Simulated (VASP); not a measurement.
Input of a VASP 6.6.1 run:

The input INCAR:

```
SYSTEM = ZrSe2
ALGO = Normal ; EDIFF = 1E-6
EDIFFG = -0.01 ; ENCUT = 300
GGA = PE ; IBRION = 2
ISIF = 3 ; ISMEAR = 0
LASPH = .TRUE. ; LCHARG = .FALSE.
LREAL = .FALSE. ; LWAVE = .FALSE.
NELM = 80 ; NSW = 90
PREC = Accurate ; SIGMA = 0.03
```

File KPOINTS:

```
k-points
0
G
  5 5 3
  0 0 0
```

The input POSCAR:

```
ZrSe2
1.0
    3.7980000000      0.0000000000      0.0000000000
   -1.8990000000      3.2891644836      0.0000000000
    0.0000000000      0.0000000000      6.1920000000
Zr Se
1 2
Direct
    0.0000000000      0.0000000000      0.0000000000
    0.3333333333      0.6666666667      0.2500000000
    0.6666666667      0.3333333333      0.7500000000
```

Potentials or basis: VASP PAW PBE potentials, release 64 (Zr_sv, Se).

Command:

```console
$ cat potpaw_PBE.64/Zr_sv/POTCAR potpaw_PBE.64/Se/POTCAR > POTCAR
$ mpirun -np 1 vasp_std > vasp.out
```

Task: What does it give for the space group after relaxing (to 0.05 Å)?

Result: P-3m1 (No. 164).

Task: What does it give for the band gap on the k mesh?

Result: 0.48 eV, indirect (least direct gap 1.08 eV).

Task: What does it give for the relaxed cell?

Result: a = 3.810 Å, b = 3.810 Å, c = 6.641 Å, α = 90.00°, β = 90.00°, γ = 120.00°.

Forces on the atoms (eV/Å):
```
Zr   0.000  0.000  0.000
Se   0.000  0.000 -0.003
Se   0.000  0.000  0.003
```

Caveat: an odd mesh through Γ misses points on the zone boundary, where band edges often lie.
